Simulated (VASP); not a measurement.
# BAs (Pm-3m) in VASP: settings compared, part 3 of 3

VASP 6.6.1. Earlier steps stand in the parts before.

## 5. Relaxation of cell and atoms, r2SCAN

INCAR reads:

```
PREC = Accurate
ENCUT = 600
EDIFF = 1E-6
ISMEAR = 0
SIGMA = 0.05
LREAL = F
LASPH = T
NELM = 80
ALGO = Normal
ISIF = 3
LWAVE = F
LCHARG = F
METAGGA = R2SCAN
LMIXTAU = T
IBRION = 2
NSW = 40
EDIFFG = -0.01
```

KPOINTS reads:

```
Automatic mesh
0
Gamma
  9 9 9
```

POSCAR reads:

```
BAs
1.0
    2.9570103300      0.0000000000      0.0000000000
    0.0000000000      2.9570103300      0.0000000000
    0.0000000000      0.0000000000      2.9570103300
B As
1 1
Direct
    0.5000000000      0.5000000000      0.5000000000
    0.0000000000      0.0000000000      0.0000000000
```

Potentials or basis: VASP PAW PBE potentials, release 64 (B, As).

Started as:

```sh
> cat potpaw_PBE.64/B/POTCAR potpaw_PBE.64/As/POTCAR > POTCAR
> mpirun -np 1 vasp_std > vasp.out
```

OUTCAR:

```text
PREC = Accurate
   ENCUT = 600
   EDIFF = 1E-6
   ISMEAR = 0
   LREAL = F
   LASPH = T
   NELM = 80
   ISIF = 3
   METAGGA = R2SCAN
   IBRION = 2
   NSW = 40
   EDIFFG = -0.01

 ion  position               nearest neighbor table
   1  0.500  0.500  0.500-
   2  0.000  0.000  0.000-

  LATTYP: Found a simple cubic cell.
 ALAT       =     2.9570103300

  Lattice vectors:

 A1 = (   2.9570103300,   0.0000000000,   0.0000000000)
 A2 = (   0.0000000000,   2.9570103300,   0.0000000000)
 A3 = (   0.0000000000,   0.0000000000,   2.9570103300)

Analysis of symmetry for initial positions (statically):
=====================================================================
 Subroutine PRICEL returns:
 Original cell was already a primitive cell.

 Routine SETGRP: Setting up the symmetry group for a
 simple cubic supercell.

 Subroutine GETGRP returns: Found 48 space group operations
 (whereof 48 operations were pure point group operations)
 out of a pool of 48 trial point group operations.

The static configuration has the point symmetry O_h .

Analysis of symmetry for dynamics (positions and initial velocities):
=====================================================================
 Subroutine PRICEL returns:
 Original cell was already a primitive cell.

 Routine SETGRP: Setting up the symmetry group for a
 simple cubic supercell.

 Subroutine GETGRP returns: Found 48 space group operations
 (whereof 48 operations were pure point group operations)
 out of a pool of 48 trial point group operations.

The dynamic configuration has the point symmetry O_h .

 Subroutine INISYM returns: Found 48 space group operations
 (whereof 48 operations are pure point group operations),
 and found     1 'primitive' translations

----------------------------------------------------------------------------------------

                                     Primitive cell

  volume of cell :      25.8558

  direct lattice vectors                    reciprocal lattice vectors
     2.957010330  0.000000000  0.000000000     0.338179407  0.000000000  0.000000000
     0.000000000  2.957010330  0.000000000     0.000000000  0.338179407  0.000000000
     0.000000000  0.000000000  2.957010330     0.000000000  0.000000000  0.338179407

  length of vectors
     2.957010330  2.957010330  2.957010330     0.338179407  0.338179407  0.338179407

  position of ions in fractional coordinates (direct lattice)
     0.500000000  0.500000000  0.500000000
     0.000000000  0.000000000  0.000000000

  ion indices of the primitive-cell ions
   primitive index   ion index
                 1           1
                 2           2

----------------------------------------------------------------------------------------

 KPOINTS: Automatic mesh

Automatic generation of k-mesh.
 Grid dimensions read from file:
 generate k-points for:    9    9    9

 Generating k-lattice:

  Cartesian coordinates                     Fractional coordinates (reciprocal lattice)
     0.037575490  0.000000000  0.000000000     0.111111111  0.000000000  0.000000000
[... 47 lines left out ...]
   NGX,Y,Z   is equivalent  to a cutoff of  13.49, 13.49, 13.49 a.u.
   NGXF,Y,Z  is equivalent  to a cutoff of  26.99, 26.99, 26.99 a.u.
 SYSTEM =  unknown system
   PREC   = accura    normal or accurate (medium, high low for compatibility)
   ISTART =      0    job   : 0-new  1-cont  2-samecut
   ICHARG =      2    charge: 1-file 2-atom 10-const
   ISPIN  =      1    spin polarized calculation?
   LNONCOLLINEAR =      F non collinear calculations
   LSORBIT =      F    spin-orbit coupling
   LASPH  =      T    aspherical Exc in radial PAW
   ENCUT  =  600.0 eV  44.10 Ry    6.64 a.u.   5.91  5.91  5.91*2*pi/ulx,y,z
   NELM   =     80;   NELMIN=  2; NELMDL= -5     # of ELM steps
   EDIFF  = 0.1E-05   stopping-criterion for ELM
   LREAL  =      F    real-space projection
   EDIFFG = -.1E-01   stopping-criterion for IOM
   NSW    =     40    number of steps for IOM
   IBRION =      2    ionic relax: 0-MD 1-quasi-New 2-CG
   NFREE  =      1    steps in history (QN), initial steepest desc. (CG)
   ISIF   =      3    stress and relaxation
   ISYM   =      2    0-nonsym 1-usesym 2-fastsym
   POTIM  = 0.5000    time-step for ionic-motion
   TEBEG  =    0.0;   TEEND  =   0.0 temperature during run
   PSTRESS=    0.0 pullay stress
   NELECT =       8.0000    total number of electrons
   NUPDOWN=      -1.0000    fix difference up-down
   EMIN   =  10.00;   EMAX   =-10.00  energy-range for DOS
   EFERMI =   0.00;   METHOD = LEGACY
   ISMEAR =     0;   SIGMA  =   0.05  broadening in eV -4-tet -1-fermi 0-gaus
   EFERMI_NEDOS =   21; number of points for ismear=-14 and -15
   IALGO  =     38    algorithm
   IMIX   =      4    mixing-type and parameters
     AMIX     =   0.40;   BMIX     =  1.00
     AMIX_MAG =   1.60;   BMIX_MAG =  1.00
  volume/ion in A,a.u.               =      12.93        87.24
  Fermi-wavevector in a.u.,A,eV,Ry     =   1.107266  2.092429 16.681261  1.226038
  Thomas-Fermi vector in A             =   2.243778
   LORBIT       =      0    0 simple, 1 ext, 2 COOP (PROOUT), +10 PAW based schemes
   METAGGA = R2SCAN    functional components
   LHFCALC =     F    Hartree Fock is set to
   AEXX    =    0.0000 exact exchange contribution
   IVDW    =     0    specifies the selected vdW correction
   LEPSILON=     F    determine dielectric tensor
   LRPA    =     F    only Hartree local field effects (RPA)
 conjugate gradient relaxation of ions
 non-spin polarized calculation
 Gauss-broadening in eV      SIGMA  =   0.05
  energy-cutoff  :      600.00
  volume of cell :       25.86
 maximum number of plane-waves:       883
 NGX is ok and might be reduce to    24
   NGX = 11   NGY = 11   NGZ = 11

--------------------------------------- Ionic step        1  -------------------------------------------

 number of electron       7.9999998 magnetization

 Free energy of the ion-electron system (eV)
  ---------------------------------------------------
  ext. energy  EPLUGINS =         0.00000000
  ---------------------------------------------------
  free energy    TOTEN  =       -18.65351506 eV

  energy without entropy =      -18.65112176  energy(sigma->0) =      -18.65231841

------------------------ aborting loop because EDIFF is reached ----------------------------------------

  FORCE on cell =-STRESS in cart. coord.  units (eV):
  Direction    XX          YY          ZZ          XY          YZ          ZX
  --------------------------------------------------------------------------------------
  -------------------------------------------------------------------------------------
  Total       -0.3949410     -0.3949410     -0.3949410     -0.0000000      0.0000000     -0.0000000
  in kB      -24.4728353    -24.4728353    -24.4728353     -0.0000000      0.0000000     -0.0000000
  external PRESSURE =     -24.4728353 kB  Pullay stress =       0.0000000 kB
[... 59 lines left out ...]
--------------------------------------- Ionic step        3  -------------------------------------------

 number of electron       8.0000000 magnetization

 Free energy of the ion-electron system (eV)
  ---------------------------------------------------
  ext. energy  EPLUGINS =         0.00000000
  ---------------------------------------------------
  free energy    TOTEN  =       -18.65866713 eV

  energy without entropy =      -18.65703372  energy(sigma->0) =      -18.65785043

 E-fermi :   7.0214     XC(G=0): -12.1760

 val. band max:        7.0109311644   @ k =   0.0000   0.0000   0.0000
 cond. band min:       7.0707925096   @ k =   0.2222   0.0000   0.0000
 fundamental gap:      0.0598613451
 Fermi energy:         7.0213674145

 k-point     1 :       0.0000    0.0000    0.0000
  band No.  band energies     occupation
      1      -9.4919      2.00000
      2       6.2202      2.00000
      3       6.2202      2.00000
      4       6.2202      2.00000
      5       7.0109      1.23214
      6      13.2074      0.00000
      7      13.2074      0.00000
      8      17.1855      0.00000
[... 243 lines left out ...]
 k-point    24 :       0.4444    0.3333    0.1111
  band No.  band energies     occupation
      1      -4.5369      2.00000
      2      -1.1792      2.00000
      3       2.0929      2.00000
      4       4.4090      2.00000
      5       9.2068      0.00000
      6      10.7042      0.00000
      7      13.9990      0.00000
      8      14.4471      0.00000

 [... further k-points ...]

------------------------ aborting loop because EDIFF is reached ----------------------------------------

  FORCE on cell =-STRESS in cart. coord.  units (eV):
  Direction    XX          YY          ZZ          XY          YZ          ZX
  --------------------------------------------------------------------------------------
  -------------------------------------------------------------------------------------
  Total        0.0047375      0.0047375      0.0047375      0.0000000      0.0000000     -0.0000000
  in kB        0.3012547      0.3012547      0.3012547      0.0000000      0.0000000     -0.0000000
  external PRESSURE =       0.3012547 kB  Pullay stress =       0.0000000 kB
[... 17 lines left out ...]
  FREE ENERGIE OF THE ION-ELECTRON SYSTEM (eV)
  ---------------------------------------------------
  free  energy   TOTEN  =       -18.6586671311 eV

  energy  without entropy=      -18.6570337246  energy(sigma->0) =      -18.65785043

 reached required accuracy - stopping structural energy minimisation
```

CONTCAR:

```text
BAs
   1.00000000000000
     2.9316282611118072   -0.0000000000000000   -0.0000000000000000
    -0.0000000000000000    2.9316282611118072   -0.0000000000000000
     0.0000000000000000    0.0000000000000000    2.9316282611118072
  B               As
     1     1
Direct
     0.5000000000000000    0.5000000000000000    0.5000000000000000
     0.0000000000000000    0.0000000000000000    0.0000000000000000

  0.00000000E+00  0.00000000E+00  0.00000000E+00
  0.00000000E+00  0.00000000E+00  0.00000000E+00
```

Run time: 1.9 min. Hardware: 1 thread of AMD EPYC 7R43 (Zen 3), shared host; peak memory 0.11 GiB.

What came out:

| Property | Result |
| --- | --- |
| Free energy | -18.6587 eV |
| Relaxed volume | 12.60 Å³/atom |
| Relaxed cell | a = 2.932 Å, b = 2.932 Å, c = 2.932 Å, α = 90.00°, β = 90.00°, γ = 90.00° |
| Space group after relaxing (to 0.05 Å) | Pm-3m (No. 221) |
| Energy gained by relaxing | 2.6 meV/atom |
| Ionic steps | 3 |
| Pressure after relaxing | 0.0 GPa |
| Band gap on the k mesh | none (metal or under the smearing width) |

Step by step:
```csv
step,energy change (eV),largest force (eV/Å),pressure (GPa),volume (Å³)
1,0.0000,0.0000,-2.45,25.86
2,-0.0051,0.0000,0.29,25.12
3,-0.0052,0.0000,0.03,25.20
```

Final structure:
```
B As
1.0
     2.93163    0.00000    0.00000
     0.00000    2.93163    0.00000
     0.00000    0.00000    2.93163
B As
1 1
Direct
  0.50000 0.50000 0.50000
  0.00000 0.00000 0.00000
```

Caveat: the PAW data sets were made with another functional, which shifts forces and pressure a little.

## 6. Relaxation of cell and atoms, TPSS

INCAR reads:

```
SYSTEM = BAs
  ALGO = Normal
  EDIFF = 1E-6
  EDIFFG = -0.005
  ENCUT = 600
  IBRION = 2
  ISIF = 3
  ISMEAR = 0
  LASPH = .TRUE.
  LCHARG = .FALSE.
  LMIXTAU = .TRUE.
  LREAL = .FALSE.
  LWAVE = .FALSE.
  METAGGA = TPSS
  NELM = 100
  NSW = 40
  PREC = Accurate
  SIGMA = 0.05
```

KPOINTS reads:

```
k-points
0
G
  9 9 9
  0 0 0
```

POSCAR is that of step 5.

Potentials or basis: VASP PAW PBE potentials, release 64 (B, As).

Started as:

```sh
> cat potpaw_PBE.64/B/POTCAR potpaw_PBE.64/As/POTCAR > POTCAR
> mpirun -np 1 vasp_std > vasp.out
```

OUTCAR:

```text
SYSTEM = BAs
   EDIFF = 1E-6
   EDIFFG = -0.005
   ENCUT = 600
   IBRION = 2
   ISIF = 3
   ISMEAR = 0
   LASPH = .TRUE.
   LREAL = .FALSE.
   METAGGA = TPSS
   NELM = 100
   NSW = 40
   PREC = Accurate

 ion  position               nearest neighbor table
   1  0.500  0.500  0.500-
   2  0.000  0.000  0.000-

  LATTYP: Found a simple cubic cell.
 ALAT       =     2.9570103300

  Lattice vectors:

[... 499 lines left out ...]
 [... further k-points ...]

------------------------ aborting loop because EDIFF is reached ----------------------------------------

  FORCE on cell =-STRESS in cart. coord.  units (eV):
  Direction    XX          YY          ZZ          XY          YZ          ZX
  --------------------------------------------------------------------------------------
  -------------------------------------------------------------------------------------
  Total       -0.0012949     -0.0012949     -0.0012949     -0.0000000     -0.0000000      0.0000000
  in kB       -0.0822428     -0.0822428     -0.0822428     -0.0000000     -0.0000000      0.0000000
  external PRESSURE =      -0.0822428 kB  Pullay stress =       0.0000000 kB

 VOLUME and BASIS-vectors are now :
 -----------------------------------------------------------------------------
  energy-cutoff  :      600.00
  volume of cell :       25.23
      direct lattice vectors                 reciprocal lattice vectors
     2.932793954  0.000000000  0.000000000     0.340971789 -0.000000000  0.000000000
     0.000000000  2.932793954  0.000000000    -0.000000000  0.340971789  0.000000000
    -0.000000000 -0.000000000  2.932793954    -0.000000000 -0.000000000  0.340971789

 POSITION                                       TOTAL-FORCE (eV/Angst)
 -----------------------------------------------------------------------------------
      1.46640      1.46640      1.46640        -0.000000      0.000000      0.000000
      0.00000      0.00000      0.00000         0.000000     -0.000000     -0.000000
 -----------------------------------------------------------------------------------
    total drift:                               -0.000000      0.000000     -0.000000

  FREE ENERGIE OF THE ION-ELECTRON SYSTEM (eV)
  ---------------------------------------------------
  free  energy   TOTEN  =       -17.6834106368 eV

  energy  without entropy=      -17.6813206017  energy(sigma->0) =      -17.68236562

 reached required accuracy - stopping structural energy minimisation
```

CONTCAR:

```text
BAs
   1.00000000000000
     2.9327939536454544    0.0000000000000000    0.0000000000000000
     0.0000000000000000    2.9327939536454544    0.0000000000000000
    -0.0000000000000000   -0.0000000000000000    2.9327939536454544
  B               As
     1     1
Direct
     0.5000000000000000    0.5000000000000000    0.5000000000000000
     0.0000000000000000    0.0000000000000000    0.0000000000000000

  0.00000000E+00  0.00000000E+00  0.00000000E+00
  0.00000000E+00  0.00000000E+00  0.00000000E+00
```

It took 2.2 min on 1 thread of AMD EPYC 7R43 (Zen 3), shared host; peak memory 0.11 GiB.

What came out:

* Free energy: -17.6834 eV
* Relaxed volume: 12.61 Å³/atom
* Relaxed cell: a = 2.933 Å, b = 2.933 Å, c = 2.933 Å, α = 90.00°, β = 90.00°, γ = 90.00°
* Space group after relaxing (to 0.05 Å): Pm-3m (No. 221)
* Energy gained by relaxing: 2.2 meV/atom
* Ionic steps: 2
* Pressure after relaxing: 0.0 GPa
* Band gap on the k mesh: none (metal or under the smearing width)

Step by step:
```tsv
step	energy change (eV)	largest force (eV/Å)	pressure (GPa)	volume (Å³)
1	0.0000	0.0000	-2.10	25.86
2	-0.0044	0.0000	-0.01	25.23
```

Final structure:
```
B As
1.0
     2.93279    0.00000    0.00000
     0.00000    2.93279    0.00000
     0.00000    0.00000    2.93279
B As
1 1
Direct
  0.50000 0.50000 0.50000
  0.00000 0.00000 0.00000
```

Caveat: the PAW data sets were made with another functional, which shifts forces and pressure a little.

## 7. Summary

```tsv
task	level	cell	cutoff (eV)	smearing	gap on the mesh (eV)	pressure (GPa)	relaxed volume (Å³/atom)
relaxation of cell and atoms	PBE	relaxed	600	gaussian 0.05 eV	none	0.2	12.64
relaxation of cell and atoms	RPBE	relaxed	600	gaussian 0.05 eV	none	0.0	12.89
relaxation of the atoms	revTPSS	atoms relaxed	520	fermi-dirac 0.02 eV	none	-5.7	-
relaxation of cell and atoms	r2SCAN	relaxed	600	gaussian 0.05 eV	none	0.0	12.60
relaxation of cell and atoms	TPSS	relaxed	600	gaussian 0.05 eV	none	0.0	12.61
```

Alike in all rows: potentials or basis VASP PAW PBE potentials, release 64 (B, As); no spin polarisation; k mesh 9 × 9 × 9.

Caveats: the PAW data sets were made with another functional, which shifts forces and pressure a little (some runs); the relaxation stopped at its first step, so nothing moved (some runs).

Absolute energies hang on the potentials; compare differences alone.
